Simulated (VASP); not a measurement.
# BP (F-43m) in VASP: further runs, part 2 of 2

VASP 6.6.1. Earlier steps stand in the parts before.

**4. G0W0 quasiparticle levels, PBE**

POSCAR

```
BP
1.0
    0.0000000000      2.2690000000      2.2690000000
    2.2690000000      0.0000000000      2.2690000000
    2.2690000000      2.2690000000      0.0000000000
P B
1 1
Direct
    0.7500000000      0.7500000000      0.7500000000
    0.0000000000      0.0000000000      0.0000000000
```

INCAR.step1

```
PREC = Accurate ; ENCUT = 450
EDIFF = 1E-8 ; ISMEAR = 0
SIGMA = 0.01 ; LREAL = False
LASPH = True ; NELM = 80
ALGO = Normal ; LWAVE = True
LCHARG = False ; GGA = PE
```

INCAR.step2

```
PREC = Accurate ; ENCUT = 450
EDIFF = 1E-8 ; ISMEAR = 0
SIGMA = 0.01 ; LREAL = False
LASPH = True ; NELM = 1
ALGO = Exact ; LWAVE = True
LCHARG = False ; GGA = PE
NBANDS = 97 ; LOPTICS = True
ISTART = 1
```

INCAR.step3

```
PREC = Accurate ; ENCUT = 450
EDIFF = 1E-8 ; ISMEAR = 0
SIGMA = 0.01 ; LREAL = False
LASPH = True ; ALGO = EVGW0
LWAVE = False ; LCHARG = False
GGA = PE ; NELMGW = 1
NBANDS = 97 ; ENCUTGW = 150
NOMEGA = 48 ; PRECFOCK = Fast
ISTART = 1 ; NBANDSGW = 12
```

KPOINTS

```
Automatic mesh
0
Gamma
  3 3 3
```

Potentials or basis: VASP PAW PBE potentials, release 64 (P_GW, B_GW).

On the command line:

```bash
$ cat potpaw_PBE.64/P_GW/POTCAR potpaw_PBE.64/B_GW/POTCAR > POTCAR
$ cp INCAR.step1 INCAR
$ mpirun -np 1 vasp_std > vasp.out
$ cp INCAR.step2 INCAR
$ mpirun -np 1 vasp_std > vasp.out
$ cp INCAR.step3 INCAR
$ mpirun -np 1 vasp_std > vasp.out
```

OUTCAR:

```text
PREC = Accurate
   ENCUT = 450
   EDIFF = 1E-8
   ISMEAR = 0
   LREAL = False
   LASPH = True
   GGA = PE
   NELMGW = 1
   ENCUTGW = 150
   PRECFOCK = Fast
   ISTART = 1

 Found      4 irreducible k-points:

 Following reciprocal coordinates:
            Coordinates               Weight
  0.000000  0.000000  0.000000      1.000000
  0.333333  0.000000  0.000000      8.000000
  0.333333  0.333333  0.000000      6.000000
 -0.333333  0.333333  0.000000     12.000000
   k-points           NKPTS =      4   k-points in BZ     NKDIM =     27   number of bands    NBANDS=     97
   number of dos      NEDOS =    301   number of ions     NIONS =      2
   total plane-waves  NPLWV =  13824
   dimension x,y,z NGX =    24 NGY =   24 NGZ =   24
   dimension x,y,z NGXF=    48 NGYF=   48 NGZF=   48
   ions per type =               1   1
   NGX,Y,Z   is equivalent  to a cutoff of  12.43, 12.43, 12.43 a.u.
   NGXF,Y,Z  is equivalent  to a cutoff of  24.87, 24.87, 24.87 a.u.
 SYSTEM =  unknown system
   PREC   = accura    normal or accurate (medium, high low for compatibility)
   ISTART =      1    job   : 0-new  1-cont  2-samecut
   ICHARG =      0    charge: 1-file 2-atom 10-const
   ISPIN  =      1    spin polarized calculation?
   LNONCOLLINEAR =      F non collinear calculations
   LSORBIT =      F    spin-orbit coupling
   LASPH  =      T    aspherical Exc in radial PAW
   ENCUT  =  450.0 eV  33.07 Ry    5.75 a.u.   5.55  5.55  5.55*2*pi/ulx,y,z
   NELM   =     60;   NELMIN=  2; NELMDL=  0     # of ELM steps
   EDIFF  = 0.1E-07   stopping-criterion for ELM
   LREAL  =      F    real-space projection
   EDIFFG = 0.1E-06   stopping-criterion for IOM
   NSW    =      0    number of steps for IOM
   IBRION =     -1    ionic relax: 0-MD 1-quasi-New 2-CG
   NFREE  =      0    steps in history (QN), initial steepest desc. (CG)
   ISIF   =      0    stress and relaxation
   ISYM   =      3    0-nonsym 1-usesym 2-fastsym
   POTIM  = 0.5000    time-step for ionic-motion
   TEBEG  =    0.0;   TEEND  =   0.0 temperature during run
   PSTRESS=    0.0 pullay stress
   NELECT =       8.0000    total number of electrons
   NUPDOWN=      -1.0000    fix difference up-down
   EMIN   =  10.00;   EMAX   =-10.00  energy-range for DOS
   EFERMI =   0.00;   METHOD = LEGACY
   ISMEAR =     0;   SIGMA  =   0.01  broadening in eV -4-tet -1-fermi 0-gaus
   EFERMI_NEDOS =   21; number of points for ismear=-14 and -15
   IALGO  =     38    algorithm
   IMIX   =      4    mixing-type and parameters
     AMIX     =   0.40;   BMIX     =  1.00
     AMIX_MAG =   1.60;   BMIX_MAG =  1.00
  volume/ion in A,a.u.               =      11.68        78.83
  Fermi-wavevector in a.u.,A,eV,Ry     =   1.145320  2.164342 17.847562  1.311759
  Thomas-Fermi vector in A             =   2.282009
   LORBIT       =      0    0 simple, 1 ext, 2 COOP (PROOUT), +10 PAW based schemes
   GGA     = PE    functional components
   LHFCALC =     T    Hartree Fock is set to
   PRECFOCK=fast      Normal, Fast or Accurate (Low or Medium for compatibility)
   ENCUT4O =  -1.0   cutoff for four orbital integrals eV
   NKREDX  =     1    reduce k-point grid by
   NKREDY  =     1    reduce k-point grid by
   NKREDZ  =     1    reduce k-point grid by
   AEXX    =    1.0000 exact exchange contribution
   HFSCREEN=    0.0000 screening length (either q_TF or 0.3 A-1)
   HFSCREENC=   0.0000 screening length for correlation (either q_TF or 0.3 A-1)
   ENCUTFOCK=  -1.0 apply spherical cutoff to Coloumb kernel
   IVDW    =     0    specifies the selected vdW correction
   LEPSILON=     F    determine dielectric tensor
   LRPA    =     F    only Hartree local field effects (RPA)
   LRPAFORCE           =     F    calculate RPA forces
   ENCUTGW             = 150.0    cutoff for response function in eV
   ENCUTGWSOFT         = 120.0    soft cutoff for Coulomb kernel in GW response function in eV
   ENCUTLF             =  -1.0    cutoff for local field effects
   NELMGW              =     1    number of iterations in solving QP/BSE equation
   NELMHF              =     1    number of iterations in the inner HF iteration
   NKREDLFX            =     1    NKREDLFY  =   1   NKREDLFZ  =   1
 non-spin polarized calculation
 Gauss-broadening in eV      SIGMA  =   0.01
  energy-cutoff  :      450.00
  volume of cell :       23.36
 maximum number of plane-waves:       531
 NGX is ok and might be reduce to    24
  NGX = 14; NGY = 14; NGZ = 14
   NGX = 11   NGY = 11   NGZ = 11
 maximum number of plane-waves:       113
 NGX is ok and might be reduce to    14

 QP shifts <psi_nk| G(iteration)W_0 |psi_nk>: iteration 1
 for sc-GW calculations column KS-energies equals QP-energies in previous step
 and V_xc(KS)=  KS-energies - (<T + V_ion + V_H > + <T+V_H+V_ion>^1  + <V_x>^1)

 k-point   1 :       0.0000    0.0000    0.0000
  band No.  KS-energies  QP-energies   sigma(KS)   V_xc(KS)     V^pw_x(r,r')   Z            occupation Imag(sigma)

      1      -8.2562      -9.1013     -13.2064     -12.0443     -20.4104       0.7273       2.0000       1.4698
      2       7.2423       6.7165     -14.0013     -13.3323     -15.6940       0.7860       2.0000       0.0926
      3       7.2423       6.7165     -14.0013     -13.3323     -15.6940       0.7860       2.0000       0.0926
      4       7.2423       6.7165     -14.0013     -13.3323     -15.6940       0.7860       2.0000       0.0926
      5      10.5996      10.9323     -11.6295     -12.0587      -6.6990       0.7752       0.0000      -0.0979
      6      10.5996      10.9323     -11.6295     -12.0587      -6.6990       0.7752       0.0000      -0.0979
      7      10.5996      10.9323     -11.6295     -12.0587      -6.6990       0.7752       0.0000      -0.0979
      8      14.6211      14.9705     -12.2833     -12.7388      -5.8616       0.7670       0.0000      -0.2472
      9      18.7364      18.5624      -9.5677      -9.3455      -3.2088       0.7833       0.0000      -0.3863
     10      19.2001      19.6516     -11.1609     -11.7529      -4.8887       0.7625       0.0000      -0.2565
     11      19.2001      19.6516     -11.1609     -11.7529      -4.8887       0.7625       0.0000      -0.2565
     12      22.8563      22.9137      -9.7944      -9.8669      -2.7229       0.7917       0.0000      -0.7710

 k-point   2 :       0.3333    0.0000    0.0000
  band No.  KS-energies  QP-energies   sigma(KS)   V_xc(KS)     V^pw_x(r,r')   Z            occupation Imag(sigma)

      1      -6.3381      -7.1589     -13.3827     -12.2494     -19.8743       0.7243       2.0000       1.0951
      2       0.4812      -0.2679     -13.1940     -12.1915     -16.7983       0.7473       2.0000       0.2777
      3       5.7643       5.1823     -13.8059     -13.0562     -15.8315       0.7763       2.0000       0.1034
      4       5.7643       5.1823     -13.8059     -13.0562     -15.8315       0.7763       2.0000       0.1034
      5      11.1127      11.3479     -11.7814     -12.0845      -6.5521       0.7762       0.0000      -0.1112
      6      12.0497      12.3979     -11.3832     -11.8323      -6.1150       0.7755       0.0000      -0.1186
      7      12.0497      12.3979     -11.3832     -11.8323      -6.1150       0.7755       0.0000      -0.1186
      8      17.3386      17.5308     -10.7157     -10.9706      -3.9912       0.7542       0.0000      -0.3495
      9      19.0046      19.3467     -10.9936     -11.4359      -4.5850       0.7735       0.0000      -0.3614
     10      19.0046      19.3467     -10.9936     -11.4359      -4.5850       0.7735       0.0000      -0.3614
     11      20.6568      20.7160     -10.4247     -10.5014      -3.6857       0.7709       0.0000      -0.4708
     12      24.9945      25.2264     -10.9881     -11.2976      -3.3551       0.7492       0.0000      -0.7851

 k-point   3 :       0.3333    0.3333    0.0000
  band No.  KS-energies  QP-energies   sigma(KS)   V_xc(KS)     V^pw_x(r,r')   Z            occupation Imag(sigma)

      1      -5.6621      -6.5211     -13.4327     -12.2893     -19.6316       0.7513       2.0000       0.9975
      2       1.6264       0.8800     -13.8845     -12.9007     -17.2483       0.7586       2.0000       0.2444
      3       3.7285       3.0643     -13.4387     -12.5712     -16.0353       0.7656       2.0000       0.1336
      4       3.7285       3.0643     -13.4387     -12.5712     -16.0353       0.7656       2.0000       0.1336
      5       8.5793       8.6998     -10.9040     -11.0563      -6.2808       0.7911       0.0000      -0.0850
      6      10.4955      10.6021     -10.3231     -10.4579      -5.2513       0.7908       0.0000      -0.1018
      7      16.8164      17.3491     -12.0531     -12.7487      -5.5689       0.7658       0.0000      -0.3080
      8      16.8164      17.3491     -12.0531     -12.7487      -5.5689       0.7658       0.0000      -0.3080
      9      20.8930      21.3208     -12.0795     -12.6458      -4.7080       0.7556       0.0000      -0.5595
     10      21.8821      22.3630     -11.2863     -11.9044      -4.3625       0.7781       0.0000      -0.5276
     11      24.4353      24.6630     -10.9294     -11.2334      -3.5072       0.7488       0.0000      -0.7221
     12      26.9735      27.3750     -11.5085     -12.0371      -3.5594       0.7597       0.0000      -1.1257

 k-point   4 :      -0.3333    0.3333    0.0000
  band No.  KS-energies  QP-energies   sigma(KS)   V_xc(KS)     V^pw_x(r,r')   Z            occupation Imag(sigma)

      1      -3.8247      -4.5881     -13.7507     -12.7142     -19.3027       0.7365       2.0000       0.7365
      2      -0.6121      -1.4484     -13.6335     -12.5124     -17.8964       0.7459       2.0000       0.4063
      3       0.8718       0.1169     -12.6202     -11.6314     -15.7545       0.7634       2.0000       0.2141
      4       4.1665       3.5134     -13.5441     -12.6946     -16.0028       0.7688       2.0000       0.1265
      5       9.8351       9.9788     -10.7272     -10.9091      -5.8143       0.7897       0.0000      -0.0970
      6      15.4335      15.7226     -11.2198     -11.5956      -5.2861       0.7691       0.0000      -0.2152
      7      15.7422      16.2389     -11.6929     -12.3392      -5.3371       0.7686       0.0000      -0.2779
      8      16.9753      17.3909     -11.9382     -12.4877      -5.3046       0.7563       0.0000      -0.3226
      9      17.6280      18.0251     -11.6173     -12.1376      -5.1107       0.7630       0.0000      -0.3182
     10      18.8698      19.1921     -10.9529     -11.3649      -4.7725       0.7823       0.0000      -0.3384
     11      25.9044      26.2719     -11.5833     -12.0791      -3.4867       0.7413       0.0000      -0.9078
     12      27.2862      27.3249     -10.1001     -10.1504      -2.6179       0.7676       0.0000      -0.9584
```

It took 17 s on 1 thread of Intel Xeon Platinum 8375C at 2.90GHz (Ice Lake), shared host; peak memory 0.16 GiB.

The run converged, but some of its settings lie outside the range that counts as converged, so its numbers aren't taken as properties of the crystal.

Results:

```
Band gap on the k mesh, mean-field level : 1.34 eV, indirect (least direct gap 3.36 eV)
Quasiparticle gap                        : 1.98 eV
Least direct quasiparticle gap           : 4.22 eV
```

Caveat: the k mesh is coarse (spacing up to 0.80 Å⁻¹), so the values aren't converged; bands, screening cutoff and mesh are small and nothing is extrapolated, so the quasiparticle values aren't converged; an odd mesh through Γ misses points on the zone boundary, where band edges often lie.

**5. The reference run**

An earlier run on the cell as given: functional PBEsol; potentials or basis VASP PAW PBE potentials, release 64 (P, B); cutoff 520 eV; k mesh 10 × 10 × 10; occupations fermi-dirac, width 0.05 eV; no spin polarisation.

* Pressure: -1.9 GPa
* Band gap on the k mesh: 1.13 eV, indirect (least direct gap 3.36 eV)
